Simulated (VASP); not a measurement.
# PtSe2 (P-3m1) in VASP: density of states with PBE+D3(BJ)

Aim: the density of states of PtSe2 with PBE+D3(BJ).

All numbers are computed with VASP 6.6.1; they aren't measurements. Logs are shortened: lines on timing, memory, paths and dates and some standing lists are left out, and cuts for length are marked.

### 1 Starting point

Symmetry: P-3m1, No. 164, trigonal system. The conventional cell has a = 3.771 Å, b = 3.771 Å, c = 4.823 Å, α = 90.00°, β = 90.00°, γ = 120.00°. Pt (site symmetry -3m) has 6 Se at 2.53 Å as nearest neighbours. Se (site symmetry 3m) has 3 Pt at 2.53 Å as nearest neighbours.

### 2 Density of states, PBE+D3(BJ)

POSCAR reads:

```
PtSe2
1.0
    3.7714571391      0.0000000000      0.0000000000
   -1.8857285695      3.2661776918      0.0000000000
    0.0000000000      0.0000000000      4.8233068484
Pt Se
1 2
Direct
    0.0000000000      0.0000000000      0.0000000000
    0.3333333333      0.6666666667      0.2654558734
    0.6666666667      0.3333333333      0.7345441266
```

INCAR.step1 reads:

```
  PREC = Accurate
  ENCUT = 520
  EDIFF = 1E-6
  ISMEAR = 0
  SIGMA = 0.1
  LREAL = False
  LASPH = True
  NELM = 100
  ALGO = Fast
  ISIF = 2
  LWAVE = False
  LCHARG = True
  LMAXMIX = 4
  GGA = PE
  IVDW = 12
  NBANDS = 18
```

KPOINTS.step1 reads:

```
regular mesh
0
Gamma
  15 15 10
```

INCAR.step2 reads:

```
  PREC = Accurate
  ENCUT = 520
  EDIFF = 1E-6
  ISMEAR = -5
  SIGMA = 0.1
  LREAL = False
  LASPH = True
  NELM = 100
  ALGO = Fast
  ISIF = 2
  LWAVE = False
  LCHARG = False
  LMAXMIX = 4
  GGA = PE
  IVDW = 12
  LORBIT = 11
  NEDOS = 1001
  ICHARG = 11
```

KPOINTS.step2 reads:

```
regular mesh
0
Gamma
  23 23 15
```

Potentials or basis: VASP PAW PBE potentials, release 64 (Pt, Se).

The run is started by

```
cat potpaw_PBE.64/Pt/POTCAR potpaw_PBE.64/Se/POTCAR > POTCAR
cp INCAR.step1 INCAR
cp KPOINTS.step1 KPOINTS
mpirun -np 1 vasp_std > vasp.out
cp INCAR.step2 INCAR
cp KPOINTS.step2 KPOINTS
mpirun -np 1 vasp_std > vasp.out
```

OUTCAR:

```text
PREC = Accurate
   ENCUT = 520
   EDIFF = 1E-6
   ISMEAR = -5
   LREAL = False
   LASPH = True
   NELM = 100
   ISIF = 2
   GGA = PE
   IVDW = 12
   LORBIT = 11
   ICHARG = 11
 IVDW          = 12

 ion  position               nearest neighbor table
   1  0.000  0.000  0.000-   2 2.53   3 2.53   3 2.53   2 2.53   3 2.53   2 2.53
   2  0.333  0.667  0.265-   1 2.53   1 2.53   1 2.53
   3  0.667  0.333  0.735-   1 2.53   1 2.53   1 2.53

  LATTYP: Found a hexagonal cell.
 ALAT       =     3.7714571391
 C/A-ratio  =     1.2788974316

  Lattice vectors:

 A1 = (   3.7714571391,   0.0000000000,   0.0000000000)
 A2 = (  -1.8857285695,   3.2661776918,   0.0000000000)
 A3 = (   0.0000000000,   0.0000000000,   4.8233068484)

Analysis of symmetry for initial positions (statically):
=====================================================================
 Subroutine PRICEL returns:
 Original cell was already a primitive cell.

 Routine SETGRP: Setting up the symmetry group for a
 hexagonal supercell.

 Subroutine GETGRP returns: Found 12 space group operations
 (whereof 12 operations were pure point group operations)
 out of a pool of 24 trial point group operations.

The static configuration has the point symmetry D_3d.

Analysis of symmetry for dynamics (positions and initial velocities):
=====================================================================
 Subroutine PRICEL returns:
 Original cell was already a primitive cell.

 Routine SETGRP: Setting up the symmetry group for a
 hexagonal supercell.

 Subroutine GETGRP returns: Found 12 space group operations
 (whereof 12 operations were pure point group operations)
 out of a pool of 24 trial point group operations.

The dynamic configuration has the point symmetry D_3d.

 Subroutine INISYM returns: Found 12 space group operations
 (whereof 12 operations are pure point group operations),
 and found     1 'primitive' translations

----------------------------------------------------------------------------------------

                                     Primitive cell

  volume of cell :      59.4147

  direct lattice vectors                    reciprocal lattice vectors
     3.771457139  0.000000000  0.000000000     0.265149507  0.153084139  0.000000000
    -1.885728569  3.266177692  0.000000000     0.000000000  0.306168278  0.000000000
     0.000000000  0.000000000  4.823306848     0.000000000  0.000000000  0.207326639

  length of vectors
     3.771457139  3.771457139  4.823306848     0.306168278  0.306168278  0.207326639

[... 107 lines left out ...]
  Thomas-Fermi vector in A             =   2.311955
   LORBIT       =     11    0 simple, 1 ext, 2 COOP (PROOUT), +10 PAW based schemes
   GGA     = PE    functional components
   LHFCALC =     F    Hartree Fock is set to
   AEXX    =    0.0000 exact exchange contribution
   IVDW    =    12    specifies the selected vdW correction
   LEPSILON=     F    determine dielectric tensor
   LRPA    =     F    only Hartree local field effects (RPA)
 non-spin polarized calculation
 RMM-DIIS sequential band-by-band and
 Fermi weights with tetrahedron method with Bloechl corrections
  energy-cutoff  :      520.00
  volume of cell :       59.41
 maximum number of plane-waves:      1622

 number of electron      21.9999997 magnetization

 Free energy of the ion-electron system (eV)
  ---------------------------------------------------
  ext. energy  EPLUGINS =         0.00000000
  ---------------------------------------------------
  free energy    TOTEN  =       -14.19609987 eV

  energy without entropy =      -14.19609987  energy(sigma->0) =      -14.19609987

 E-fermi :   6.7374     XC(G=0): -10.8226

 val. band max:        6.7712003996   @ k =   0.0000   0.2174   0.2667
 cond. band min:       6.6944042824   @ k =  -0.1739   0.4783   0.1333
 fundamental gap:     -0.0767961172
 Fermi energy:         6.7374242899

 k-point     1 :       0.0000    0.0000    0.0000
  band No.  band energies     occupation
      1      -8.9553      2.00000
      2      -5.8598      2.00000
      3      -0.4034      2.00000
      4       0.4842      2.00000
      5       0.4842      2.00000
      6       2.9210      2.00000
      7       2.9210      2.00000
      8       4.2393      2.00000
      9       5.7047      2.00000
     10       5.7047      2.00000
     11       7.4928      0.00000
     12       7.7807      0.00000
     13       7.7807      0.00000
     14      10.0719      0.00000
[... 401 lines left out ...]
      2      -5.9980      2.00000
      3      -0.1039      2.00000
      4       0.6422      2.00000
      5       0.7154      2.00000
      6       2.6388      2.00000
      7       2.6547      2.00000
      8       3.7373      2.00000
      9       5.0378      2.00000
     10       5.1189      2.00000
     11       6.5735      2.00996
     12       7.7791      0.00000
     13       8.4538      0.00000
     14      11.3951      0.00000
     15      11.9891      0.00000

 [... further k-points ...]

------------------------ aborting loop because EDIFF is reached ----------------------------------------

 Edisp (eV)   -1.46989

 E8    (eV) :    -0.6315

  FORCE on cell =-STRESS in cart. coord.  units (eV):
  Direction    XX          YY          ZZ          XY          YZ          ZX
  --------------------------------------------------------------------------------------
  -------------------------------------------------------------------------------------
  Total      -0.05064    -0.05064    -0.08397    -0.00000     0.00000    -0.00000
  in kB      -1.36545    -1.36545    -2.26447    -0.00000     0.00000    -0.00000
  external pressure =       -1.67 kB  Pullay stress =        0.00 kB

 VOLUME and BASIS-vectors are now :
 -----------------------------------------------------------------------------
  energy-cutoff  :      520.00
  volume of cell :       59.41
      direct lattice vectors                 reciprocal lattice vectors
     3.771457139  0.000000000  0.000000000     0.265149507  0.153084139  0.000000000
    -1.885728569  3.266177692  0.000000000     0.000000000  0.306168278  0.000000000
     0.000000000  0.000000000  4.823306848     0.000000000  0.000000000  0.207326639

 POSITION                                       TOTAL-FORCE (eV/Angst)
 -----------------------------------------------------------------------------------
      0.00000      0.00000      0.00000        -0.000000      0.000000      0.000000
     -0.00000      2.17745      1.28038        -0.000000      0.000000     -0.000185
      1.88573      1.08873      3.54293         0.000000     -0.000000      0.000185
 -----------------------------------------------------------------------------------
    total drift:                               -0.000000      0.000000     -0.000000

  FREE ENERGIE OF THE ION-ELECTRON SYSTEM (eV)
  ---------------------------------------------------
  free  energy   TOTEN  =       -15.6659855830 eV

  energy  without entropy=      -15.6659855830  energy(sigma->0) =      -15.66598558

 total charge

# of ion       s       p       d       tot
------------------------------------------
    1        0.673   0.672   8.024   9.370
    2        1.488   2.218   0.070   3.776
    3        1.488   2.218   0.070   3.776
--------------------------------------------------
tot          3.650   5.107   8.165  16.922
```

OUTCAR.step1:

```text
PREC = Accurate
   ENCUT = 520
   EDIFF = 1E-6
   ISMEAR = 0
   LREAL = False
[... 738 lines left out ...]
      0.00000      0.00000      0.00000        -0.000000      0.000000      0.000000
     -0.00000      2.17745      1.28038        -0.000000      0.000000      0.007155
      1.88573      1.08873      3.54293         0.000000     -0.000000     -0.007155
 -----------------------------------------------------------------------------------
    total drift:                               -0.000000      0.000000     -0.000000

  FREE ENERGIE OF THE ION-ELECTRON SYSTEM (eV)
  ---------------------------------------------------
  free  energy   TOTEN  =       -15.6679139601 eV

  energy  without entropy=      -15.6640826318  energy(sigma->0) =      -15.66599830
```

Wall time 3.4 min (1 thread of Intel Xeon 6975P-C (Granite Rapids), shared host); peak memory 0.77 GiB.

Results:

```yaml
Valence_electrons_inside_the_program's_atomic_spheres: Pt 9.37; Se 3.78
Dispersion_energy_per_atom: -0.490 eV
```

Levels at points of the mesh, in eV from the Fermi level:
```tsv
k point	band 9	band 10	band 11	band 12	band 13	band 14
(0.00, 0.00, 0.00)	-1.03	-1.03	0.76	1.04	1.04	3.33
```

States per cell in windows of 1 eV (zero at the Fermi level; states under -8 eV left out):
| from (eV) | total | Pt1_d | Se2_p | Se3_p | Pt1_s | Pt1_p | Se2_d |
| --- | --- | --- | --- | --- | --- | --- | --- |
| -8.0 | 0.42 | 0.07 | 0.06 | 0.06 | 0.07 | 0.00 | 0.00 |
| -7.0 | 2.91 | 0.93 | 0.40 | 0.40 | 0.18 | 0.06 | 0.01 |
| -6.0 | 2.82 | 1.25 | 0.34 | 0.34 | 0.10 | 0.05 | 0.01 |
| -5.0 | 3.42 | 1.85 | 0.32 | 0.32 | 0.07 | 0.09 | 0.02 |
| -4.0 | 3.28 | 2.18 | 0.19 | 0.19 | 0.11 | 0.06 | 0.01 |
| -3.0 | 2.60 | 1.07 | 0.36 | 0.36 | 0.04 | 0.14 | 0.01 |
| -2.0 | 2.15 | 0.54 | 0.43 | 0.43 | 0.01 | 0.15 | 0.01 |
| -1.0 | 0.57 | 0.10 | 0.13 | 0.13 | 0.00 | 0.03 | 0.00 |
| 0.0 | 1.58 | 0.56 | 0.25 | 0.25 | 0.01 | 0.03 | 0.01 |
| 1.0 | 1.98 | 0.57 | 0.41 | 0.41 | 0.02 | 0.03 | 0.02 |
| 2.0 | 0.45 | 0.13 | 0.11 | 0.11 | 0.00 | 0.00 | 0.00 |
| 3.0 | 0.05 | 0.00 | 0.00 | 0.00 | 0.01 | 0.00 | 0.00 |
| 4.0 | 1.38 | 0.07 | 0.11 | 0.11 | 0.30 | 0.07 | 0.07 |
| 5.0 | 1.52 | 0.06 | 0.12 | 0.12 | 0.20 | 0.11 | 0.07 |
| 6.0 | 0.90 | 0.06 | 0.05 | 0.05 | 0.03 | 0.07 | 0.05 |
| 7.0 | 0.15 | 0.01 | 0.01 | 0.01 | 0.00 | 0.00 | 0.01 |

Caveat: pairwise dispersion overbinds metals, which lowers pressure and volume; tetrahedron occupations give inexact forces and stress in metals.
